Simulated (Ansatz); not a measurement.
Crystal: InAs.

```
In As
1.0
     0.00000    3.01800    3.01800
     3.01800    0.00000    3.01800
     3.01800    3.01800    0.00000
In As
1 1
Direct
  0.00000 0.00000 0.00000
  0.75000 0.75000 0.75000
```

Below is the output of Ansatz 0.2.0 for this cell. Logs are shortened: lines on timing, memory, paths and dates and some standing lists are left out, and cuts for length are marked.

```text
Warning: RAYON_NUM_THREADS=2 ignored (pool sized by the plan → 2); use --threads N
Engine: ansatz 0.2.0, x86_64-unknown-linux-gnu
Pseudopotentials: kind: paw
Pseudopotential: In, paw, valence charge 13, recommended cutoff 420 eV (normal), In.paw.azcp
Pseudopotential: As, paw, valence charge 15, recommended cutoff 420 eV (normal), As.paw.azcp
Functional definition: SPW92
  exchange = slater_x
  correlation = pw_c
Crystal: 2 atoms, lattice volume = 54.978 Å³
Basis set: ecut = 420 eV, 1067 PW (Γ)
Bands: 18, of which v1, the nominal top of the filled ones, is band 14 counted from 1 (13 counted from 0)
Symmetry: 24 space group operations
Space group: F-43m (ITA 216), of the structure as read, at distance tolerance 3.8e-5 Å
k-points: 29 of 512 (time reversal used)
Non-local potential: In, projectors of the file, l = 0: 2, l = 1: 2, l = 2: 2, l = 3: 2
Non-local potential: As, projectors of the file, l = 0: 2, l = 1: 2, l = 2: 3, l = 3: 1
PAW form: soft (Blöchl's): semilocal exchange-correlation on the pseudo side does not see the compensation charge
PAW frozen core: In, regenerated for the run's functional, and the local potential with it (the file was generated under x = pbe(κ = 0.804, μ = 0.2195149727645171), c = pbe(β = 0.06672455060314922))
PAW frozen core: As, regenerated for the run's functional, and the local potential with it (the file was generated under x = pbe(κ = 0.804, μ = 0.2195149727645171), c = pbe(β = 0.06672455060314922))
PAW one-centre angular grid: In, 590 points (default); XC on 64 Gauss nodes
PAW one-centre angular grid: As, 590 points (default); XC on 64 Gauss nodes
Initial density: superposition of atomic densities (neutral atoms: chi_scale 0, normalization atom), corrected by the library's trained network
Initial wavefunctions: pseudopotential atomic-orbital guess
Functional: x = slater, c = lda
SCF iter   1: F=—  HF=-10231.249330 eV  |F-HF|=—  |Δ(HF+E_count)|=         —  Δρ=7.06e-3  dr2=2.19e-2  ethr=1.77e-3  ⟨swp⟩=6.1  Hψ=2562  notcnv=0
preconditioner: auto → none  [insulator: Δε(μ)=0.748 eV  Ē_g=14.605 eV  σ=0.020 eV  W_gap=0.67  n_scr=14 (ndim 8)  ℏωp=21.2 eV  f_vac=0.106  D(μ)=0.30/eV (n_scr^D=0)  ε∞_Penn≈3.1]
SCF iter   2: F=—  HF=-10231.241762 eV  |F-HF|=—  |Δ(HF+E_count)|=   7.57e-3  Δρ=2.35e-3  dr2=1.39e-3  ethr=7.81e-5  ⟨swp⟩=3.0  Hψ=1133  notcnv=0
SCF iter   3: F=—  HF=-10231.241578 eV  |F-HF|=—  |Δ(HF+E_count)|=   1.84e-4  Δρ=7.39e-4  dr2=1.89e-4  ethr=4.96e-6  ⟨swp⟩=2.2  Hψ=939  notcnv=0
SCF iter   4: F=—  HF=-10231.241552 eV  |F-HF|=—  |Δ(HF+E_count)|=   2.60e-5  Δρ=2.25e-4  dr2=1.96e-5  ethr=6.76e-7  ⟨swp⟩=2.0  Hψ=929  notcnv=0
SCF iter   5: F=—  HF=-10231.241549 eV  |F-HF|=—  |Δ(HF+E_count)|=   3.80e-6  Δρ=2.11e-5  dr2=1.89e-7  ethr=6.99e-8  ⟨swp⟩=2.0  Hψ=774  notcnv=0
SCF iter   6: F=-10231.241549 eV  HF=-10231.241549 eV  |F-HF|=1.40e-9  |Δ(HF+E_count)|=   4.62e-8  Δρ=4.53e-6  dr2=1.22e-8  ethr=3.57e-10  ⟨swp⟩=5.0  Hψ=2259  notcnv=0
SCF 1 converged in 6 iterations: F = -10231.241549 eV  dr2 = 1.22e-8
  greatest PAW one-centre occupation: 0.999 electrons in one spin orbital (limit 2), on the As atom at site 1 (counted from 0), in its partial waves of l = 2
SCF converged after 6 iterations
Free energy (F): -10231.241549 eV
Harris-Foulkes:  -10231.241549 eV  (|F-HF|=1.40e-9)
Internal energy: -10231.241488 eV  (E = F + TS)
E sigma→0 (E₀):  -10231.241518 eV
Entropy (-TS):   -0.000060 eV (-0.030 meV/atom)
Fermi energy:    7.614291 eV
--- Per-component energies (eV) ---
  E_band       = -320.434291
  E_kinetic    = 348.359439
  E_local      = -3278.191507  (includes V_loc(G=0)·N_el)
  E_nonlocal   = -295.006942
  E_hartree    = 1581.324576
  E_xc         = -292.525118
  E_vxc        = -180.758130  (∫ρ·V_xc dr)
  E_paw        = -5769.762320  (= ΣΔE_a)
  E_vpaw       = -77.490034  (= ΣTr[D̂ρ^β])
  E_aug_tail   = 0.000035  (compensation charges beyond the density's cutoff)
  E_ewald      = -2527.799418
  E_core_change = 2.359766  (= ΣΔE_core)
  E_smearing   = -0.000060  (= −TS)
  E_closure    = 0.000000  (closes the sum)
  Σ components = -10231.241549   (vs F -10231.241549, Δ=0.00e0)
--- Forces (eV/Å), atoms counted from 1 ---
  atom   1  In    -0.00000000     0.00000000     0.00000000
  atom   2  As     0.00000000    -0.00000000    -0.00000000
  max |Σ_I F_I| component: 2.22e-16 eV/Å
--- Stress (GPa, compression-positive) ---
       -0.283588      -0.000000      -0.000000
       -0.000000      -0.283588       0.000000
       -0.000000       0.000000      -0.283588
  P = ⅓ Tr σ = -0.2836 GPa (-2.836 kbar)
--- Band table (eV; the first three rows and the last of 29) ---
  k-point 0: bands = ["-27.5481", "-27.5481", "-27.5481", "-27.5398", "-27.5398", "-6.7420", "-6.7420", "-6.7420", "-6.6111", "-6.6111", "-4.3656", "7.1940", "7.6082", "7.6082", "7.6082", "11.4438", "11.4438", "11.4438"]
  k-point 1: bands = ["-27.5481", "-27.5480", "-27.5480", "-27.5398", "-27.5398", "-6.7641", "-6.7359", "-6.7359", "-6.6113", "-6.6113", "-4.2011", "5.6213", "7.4113", "7.4113", "8.5824", "11.5791", "11.7277", "11.7277"]
  k-point 2: bands = ["-27.5481", "-27.5479", "-27.5479", "-27.5397", "-27.5397", "-6.8136", "-6.7227", "-6.7227", "-6.6101", "-6.6101", "-3.7515", "3.8151", "7.0254", "7.0254", "8.7034", "12.1675", "12.1675", "12.6568"]
  k-point 28: bands = ["-27.5480", "-27.5480", "-27.5476", "-27.5398", "-27.5395", "-6.9131", "-6.6901", "-6.6650", "-6.6277", "-6.6031", "-2.2706", "1.8009", "4.6062", "4.6806", "11.7470", "11.8232", "12.4900", "13.5908"]
```

Task: Write the input and the command behind it.

Result: Single point with LDA, no spin polarisation. The files as run (others can give the same):

input.yaml
```yaml
crystal:
  lattice:
    - [0.0, 3.018, 3.018]
    - [3.018, 0.0, 3.018]
    - [3.018, 3.018, 0.0]
  atoms:
    - { symbol: In, position: [0.0, 0.0, 0.0] }
    - { symbol: As, position: [0.75, 0.75, 0.75] }
hamiltonian:
  xc: lda
  pseudopotentials: { kind: paw }
kpoints:
  mp_grid: { grid: [8, 8, 8] }
scf:
  occupations: { method: gaussian, width: 0.02 }
output:
  forces: true
  stress: true
  eigenvalues: true
```

Potentials or basis: Ansatz PAW.
The run is started by
```sh
$ ansatz run input.yaml --threads 2 --pin off --max-ram 5632MiB --backend cpu --events-out ev --progress --plain --runs-dir out
```

Caveat: the PAW data sets come from PBE, with cores solved anew for the run's functional, which leaves a small shift of forces and pressure; this crystal is a semiconductor, whose small gap the functional closes, so the metal is an error of the method.
